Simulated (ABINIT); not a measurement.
**ABINIT run on InCuS2 (I-42d, 8 atoms in the cell): self-consistent single point**

Level of theory: PBE, PAW (JTH v2.0 PBE PAW) (plane waves; ABINIT).

Input:

```
# InCuS2, JTH v2.0 PBE PAW
pp_dirpath "./"
pseudos "In.GGA_PBE-JTH.xml, Cu.GGA_PBE-JTH.xml, S.GGA_PBE-JTH.xml"
acell 3*1.0
rprim
        -5.2942623799    5.2942623799   10.6703971442
         5.2942623799   -5.2942623799   10.6703971442
         5.2942623799    5.2942623799  -10.6703971442
natom 8
ntypat 3
znucl 49 29 16
typat 1 1 2 2 3 3 3 3
xcart
         0.0000000000   -0.0000000000   10.6703971442
         5.2942623799   -0.0000000000    5.3351985721
         0.0000000000    5.2942623799    5.3351985721
         0.0000000000    0.0000000000    0.0000000000
         2.9520807030    2.6471311900   13.3379964303
         7.9413935699    2.3421816769   -2.6675992861
         2.3421816769    2.6471311900    2.6675992861
        -2.6471311900    2.9520807030    8.0027978582
ecut 60 Ry
pawecutdg 120 Ry
pawxcdev 0
occopt 3
tsmear 0.00183747
nband 55
kptopt 1
ngkpt 4 4 4
nshiftk 1
shiftk 0 0 0
nstep 60
tolvrs 1.0e-12
prtwf 0
prtden 0
enunit 2
```

Log, with long lists cut:

```
 Symmetries : space group I-4 2 d (#122); Bravais tI (body-center tetrag.)

 -outvars: echo values of preprocessed input variables --------
            acell      1.0000000000E+00  1.0000000000E+00  1.0000000000E+00 Bohr
             ecut      3.00000000E+01 Hartree
           enunit           2
              ixc     -101130
         kptrlatt        4    0    0      0    4    0      0    0    4
          kptrlen      4.23540990E+01
            natom           8
            nband          55
            ngfft          72      72      72
          ngfftdg          96      96      96
             nkpt          13
            nstep          60
             nsym           8
           ntypat           3
           occopt           3
        pawecutdg      6.00000000E+01 Hartree
         pawxcdev           0
            rprim     -5.2942623799E+00  5.2942623799E+00  1.0670397144E+01
                       5.2942623799E+00 -5.2942623799E+00  1.0670397144E+01
                       5.2942623799E+00  5.2942623799E+00 -1.0670397144E+01
          spgroup         122
           tolvrs      1.00000000E-12
           tsmear      1.83747000E-03 Hartree
            typat      1  1  2  2  3  3  3  3
           useylm           1
             xred      5.0000000000E-01  5.0000000000E-01  0.0000000000E+00
                       2.5000000000E-01  7.5000000000E-01  5.0000000000E-01
                       7.5000000000E-01  2.5000000000E-01  5.0000000000E-01
                      -5.2041704279E-17 -1.0408340856E-17  0.0000000000E+00
                       8.7500000000E-01  9.0380000000E-01  5.2880000000E-01
                       9.6200000003E-02  6.2500000000E-01  9.7120000000E-01
                       3.7500000000E-01  3.4620000000E-01  4.7120000000E-01
                       6.5380000000E-01  1.2500000000E-01  2.8799999997E-02
            znucl       49.00000   29.00000   16.00000

== DATASET  1 ==================================================================

 Real(R)+Recip(G) space primitive vectors, cartesian coordinates (Bohr,Bohr^-1):
 R(1)= -5.2942624  5.2942624 10.6703971  G(1)=  0.0000000  0.0944419  0.0468586
 R(2)=  5.2942624 -5.2942624 10.6703971  G(2)=  0.0944419  0.0000000  0.0468586
 R(3)=  5.2942624  5.2942624-10.6703971  G(3)=  0.0944419  0.0944419  0.0000000
 Unit cell volume ucvol=  1.1963314E+03 bohr^3
 Angles (23,13,12)=  1.32073327E+02  1.32073327E+02  7.01132387E+01 degrees

 Coarse grid specifications (used for wave-functions):

 getcut: wavevector=  0.0000  0.0000  0.0000  ngfft=  72  72  72
         ecut(hartree)=     30.000   => boxcut(ratio)=   2.24027

 Fine grid specifications (used for densities):

 getcut: wavevector=  0.0000  0.0000  0.0000  ngfft=  96  96  96
         ecut(hartree)=     60.000   => boxcut(ratio)=   2.11215

   1.22018133E+04                                ecore*ucvol(ha*bohr**3)

_setup2: Arith. and geom. avg. npw (full set) are    9389.891    9389.863

--- !BeginCycle
solver: {iscf: 17, nstep: 60, nline: 4, wfoptalg: 10, }
tolerances: {tolvrs: 1.00E-12, }
...

     iter   Etot(hartree)      deltaE(h)  residm     nres2
 ETOT  1  -540.14660133993    -5.401E+02 4.753E+01 1.547E+02
 ETOT  2  -553.61187878373    -1.347E+01 1.971E-01 1.724E+02
 ETOT  3  -553.46731267770     1.446E-01 8.780E-02 2.628E+01
 ETOT  4  -553.46586734099     1.445E-03 3.451E-02 1.860E+01
 ETOT  5  -553.44872761169     1.714E-02 1.238E-02 1.989E+00
 ETOT  6  -553.44752276363     1.205E-03 5.002E-03 5.239E-01
   [... 11 lines left out ...]
 ETOT 18  -553.44733642908     1.489E-11 2.205E-04 1.570E-09
 ETOT 19  -553.44733642907     9.777E-12 2.338E-04 1.132E-09
 ETOT 20  -553.44733642908    -1.125E-11 1.763E-04 1.004E-11
 ETOT 21  -553.44733642908     4.661E-12 1.973E-04 3.100E-11
 ETOT 22  -553.44733642910    -1.796E-11 1.366E-04 9.668E-13

 At SCF step   22       nres2   =  9.67E-13 < tolvrs=  1.00E-12 =>converged.

 Cartesian components of stress tensor (hartree/bohr^3)
  sigma(1 1)=  3.94474828E-05  sigma(3 2)=  0.00000000E+00
  sigma(2 2)=  3.94474828E-05  sigma(3 1)=  0.00000000E+00
  sigma(3 3)=  4.05077392E-05  sigma(2 1)=  0.00000000E+00

 ----iterations are completed or convergence reached----

 reduced coordinates (array xred) for    8 atoms
       0.500000000000      0.500000000000      0.000000000000
       0.250000000000      0.750000000000      0.500000000000
       0.750000000000      0.250000000000      0.500000000000
      -0.000000000000     -0.000000000000      0.000000000000
       0.875000000000      0.903799999997      0.528799999997
       0.096200000003      0.625000000000      0.971200000003
       0.375000000000      0.346200000003      0.471200000003
       0.653799999997      0.125000000000      0.028799999997
 cartesian forces (eV/Angstrom) at end:
    1      0.00000000000000    -0.00000000000000     0.00000000000000
    2      0.00000000000000    -0.00000000000000     0.00000000000000
    3      0.00000000000000    -0.00000000000000     0.00000000000000
    4      0.00000000000000    -0.00000000000000    -0.00000000000000
    5      0.02960954835969     0.00000000000000     0.00000000000000
    6      0.00000000000000    -0.02960954835969     0.00000000000000
    7     -0.02960954835969    -0.00000000000000     0.00000000000000
    8     -0.00000000000000     0.02960954835969    -0.00000000000000
 frms,max,avg= 1.2088047E-02 2.9609548E-02   0.000E+00  0.000E+00  0.000E+00 e/A
 length scales=  1.000000000000  1.000000000000  1.000000000000 bohr
              =  0.529177208590  0.529177208590  0.529177208590 angstroms
 Fermi (or HOMO) energy (hartree) =   0.17298   Average Vxc (hartree)=  -0.34699
 Eigenvalues (hartree) for nkpt=  13  k points:
 kpt#   1, nband= 55, wtk=  0.01563, kpt=  0.0000  0.0000  0.0000 (reduced coord)
  -3.92650   -3.92650   -2.36149   -2.36148   -2.36054   -2.36054   -2.36053   -2.36053
  -0.38582   -0.38546   -0.38546   -0.37587   -0.37516   -0.37516   -0.37283   -0.37269
  -0.37183   -0.37160   -0.34200   -0.28588   -0.28495   -0.28495   -0.07062   -0.04364
  -0.01286    0.00948    0.01263    0.02796    0.02796    0.03861    0.03861    0.05140
   0.05140    0.05404    0.10326    0.10398    0.10771    0.11789    0.11789    0.11825
   0.12297    0.16778    0.17060    0.17060    0.17144    0.24867    0.25159    0.31484
   0.31484    0.34754    0.35093    0.35991    0.35991    0.36465    0.40255
      occupation numbers for kpt#   1
   2.00000    2.00000    2.00000    2.00000    2.00000    2.00000    2.00000    2.00000
   2.00000    2.00000    2.00000    2.00000    2.00000    2.00000    2.00000    2.00000
   2.00000    2.00000    2.00000    2.00000    2.00000    2.00000    2.00000    2.00000
   2.00000    2.00000    2.00000    2.00000    2.00000    2.00000    2.00000    2.00000
   2.00000    2.00000    2.00000    2.00000    2.00000    2.00000    2.00000    2.00000
   2.00000    1.88856    1.57155    1.57155    1.39792    0.00000    0.00000    0.00000
   0.00000    0.00000    0.00000    0.00000    0.00000    0.00000    0.00000
 prteigrs : prtvol=0 or 1, do not print more k-points.

 Fermi (or HOMO) energy (eV) =   4.70715   Average Vxc (eV)=  -9.44218
 Eigenvalues (   eV  ) for nkpt=  13  k points:
 kpt#   1, nband= 55, wtk=  0.01563, kpt=  0.0000  0.0000  0.0000 (reduced coord)
-106.84552 -106.84552  -64.25931  -64.25920  -64.23348  -64.23348  -64.23341  -64.23341
 -10.49883  -10.48887  -10.48887  -10.22784  -10.20855  -10.20855  -10.14514  -10.14133
 -10.11814  -10.11171   -9.30620   -7.77927   -7.75398   -7.75398   -1.92170   -1.18738
  -0.35000    0.25792    0.34377    0.76073    0.76073    1.05065    1.05065    1.39875
   1.39875    1.47058    2.80987    2.82946    2.93103    3.20791    3.20791    3.21768
   3.34608    4.56564    4.64217    4.64217    4.66503    6.76654    6.84598    8.56718
   8.56718    9.45712    9.54935    9.79371    9.79371    9.92270   10.95394
 prteigrs : prtvol=0 or 1, do not print more k-points.

--- !EnergyTerms
comment             : Components of total free energy in Hartree
kinetic             :  6.77366276073013E+01
hartree             :  1.93723029887528E+02
xc                  : -3.52249822579218E+01
Ewald energy        : -2.83169197926427E+02
psp_core            :  1.01993590299124E+01
local_psp           : -4.72684028912436E+02
spherical_terms     : -3.40279703574948E+01
internal            : -5.53447162929537E+02
'-kT*entropy'       : -1.73040942140532E-04
total_energy        : -5.53447335970480E+02
total_energy_eV     : -1.50600679053871E+04
...

-Cartesian components of stress tensor (GPa)         [Pressure= -1.1710E+00 GPa]
- sigma(1 1)=  1.16058482E+00  sigma(3 2)=  0.00000000E+00
- sigma(2 2)=  1.16058482E+00  sigma(3 1)=  0.00000000E+00
- sigma(3 3)=  1.19177863E+00  sigma(2 1)=  0.00000000E+00

 Calculation completed.
```

The run converged in 22 iterations.

The starting cell comes from a database of computed structures (which also holds hypothetical and non-ambient phases and stackings), without a prior relaxation at this level. Its lattice was rescaled by a random factor within 2.5 % of one. Spin polarisation is off. The run gives no clean gap (levels at the Fermi energy touch, overlap or are partly filled at this smearing), which alone does not show that the compound is a metal.

Cost on one core of a shared machine: roughly 30 min.
